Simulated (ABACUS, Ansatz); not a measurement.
**BN: equilibrium volume by level of theory**

**What was measured.** The equilibrium volume of BN (F-43m) is reported as 5.91 Å³/atom at 300 K (a printed reference work). The runs below try to reproduce it.

It takes space group F-43m (No. 216, cubic). The conventional cell has a = 3.626 Å, b = 3.626 Å, c = 3.626 Å, α = 90.00°, β = 90.00°, γ = 90.00°. N (site symmetry -43m) is surrounded by 4 B at 1.57 Å. Around B (site symmetry -43m) lie 4 N at 1.57 Å.

| rung | level | program and potentials | cutoff (eV) | k mesh | smearing | task | core time | chip | equilibrium volume (Å³/atom) | miss | notes |
| --- | --- | --- | --- | --- | --- | --- | --- | --- | --- | --- | --- |
| GGA + dispersion | RPBE+D3(BJ) | Ansatz, Ansatz PAW | 420 | 13 × 13 × 13 | fermi-dirac 0.05 | relaxation of cell and atoms | 6.4 s | Intel Xeon Platinum 8488C Sapphire Rapids | 5.73 | -3.0 % | potentials made for PBE, which Ansatz adapts in part |
| GGA + dispersion | PBEsol+D3(BJ) | Ansatz, Ansatz PAW | 420 | 13 × 13 × 13 | fermi-dirac 0.05 | relaxation of cell and atoms | 6.5 s | Intel Xeon Platinum 8488C Sapphire Rapids | 5.80 | -1.9 % | potentials made for PBE, which Ansatz adapts in part |
| GGA + dispersion | revPBE+D3(BJ) | Ansatz, Ansatz PAW | 420 | 13 × 13 × 13 | fermi-dirac 0.05 | relaxation of cell and atoms | 8.4 s | Intel Xeon | 5.84 | -1.2 % | potentials made for PBE, which Ansatz adapts in part |
| GGA + dispersion | PBE+D3(BJ) | Ansatz, Ansatz PAW | 420 | 13 × 13 × 13 | fermi-dirac 0.05 | relaxation of cell and atoms | 10 s | Intel Xeon | 5.86 | -0.8 % | - |
| GGA + dispersion | PBEsol+D4 | Ansatz, Ansatz PAW | 420 | 13 × 13 × 13 | fermi-dirac 0.05 | relaxation of cell and atoms | 13 s | Intel Xeon Platinum 8488C Sapphire Rapids | 5.81 | -1.7 % | potentials made for PBE, which Ansatz adapts in part |
| GGA + dispersion | BLYP+D4 | Ansatz, Ansatz PAW | 420 | 13 × 13 × 13 | fermi-dirac 0.05 | relaxation of cell and atoms | 17 s | Intel Xeon | 5.88 | -0.5 % | potentials made for PBE, which Ansatz adapts in part |
| GGA + dispersion | revPBE+D4 | Ansatz, Ansatz PAW | 420 | 13 × 13 × 13 | fermi-dirac 0.05 | relaxation of cell and atoms | 19 s | Intel Xeon | 5.81 | -1.7 % | potentials made for PBE, which Ansatz adapts in part |
| hybrid | HSE06 | Ansatz, Ansatz PAW | 420 | 7 × 7 × 7 | fermi-dirac 0.05 | relaxation of cell and atoms | 80 s | Intel Xeon | 5.81 | -1.7 % | coarse mesh; potentials made for PBE, which Ansatz adapts in part |
| hybrid + dispersion | B3LYP+D3(BJ)+ATM | Ansatz, Ansatz PAW | 420 | 8 × 8 × 8 | fixed | relaxation of cell and atoms | 81 s | Arm Neoverse V1 | 5.79 | -2.0 % | potentials made for PBE, which Ansatz adapts in part |
| hybrid | PBE0 | Ansatz, Ansatz PAW | 420 | 7 × 7 × 7 | fermi-dirac 0.05 | relaxation of cell and atoms | 93 s | Intel Xeon | 5.82 | -1.5 % | coarse mesh; potentials made for PBE, which Ansatz adapts in part |
| hybrid | HSEsol | Ansatz, Ansatz PAW | 420 | 7 × 7 × 7 | fermi-dirac 0.05 | relaxation of cell and atoms | 100 s | Intel Xeon | 5.76 | -2.5 % | coarse mesh; potentials made for PBE, which Ansatz adapts in part |
| Hartree-Fock | HF | Ansatz, Ansatz PAW | 420 | 7 × 7 × 7 | fermi-dirac 0.05 | relaxation of cell and atoms | 1.7 min | Intel Xeon | 5.83 | -1.4 % | coarse mesh; potentials made for PBE, which Ansatz adapts in part |
| GGA | PBE | ABACUS, PseudoDojo NC SR 0.4.1 PBE standard, plane waves | 1143 | 13 × 13 × 13 | fermi-dirac 0.05 | equation of state | 3.1 min | Intel Xeon Platinum 8259CL Skylake/Cascade Lake | 5.95 | +0.7 % | - |

Times are single runs on shared hosts and different chips, so they are rough; meshes, cutoffs and the tasks' sizes weigh on the time. All rows: no spin polarisation. Smearing widths are in eV. Meshes differ between rows, which moves values too. Meshes are those of the run's cell of 2 atoms unless a note names another. Relaxations start from the cell shown or near it and stop with a little pressure left. The cell shown, of 5.96 Å³ an atom, is the runs' start and not the measured value. Misses use the values as printed. Runs on faulty files, with rough fits or with known faults for this quantity aren't shown. No row holds spin-orbit coupling.

By rung: GGA + dispersion 5.73 to 5.88; GGA 5.95; hybrid + dispersion 5.79; hybrid on coarse meshes 5.76 to 5.82; Hartree-Fock on coarse meshes 5.83 (Å³/atom). Measured: 5.91 Å³/atom at 300 K (a printed reference work). Closest, coarse meshes and atomic bases left aside, is BLYP+D4 (-0.5 %), and PBE misses by +0.7 % on plain settings. The runs are for a static lattice, while measurements hold temperature and zero-point motion.
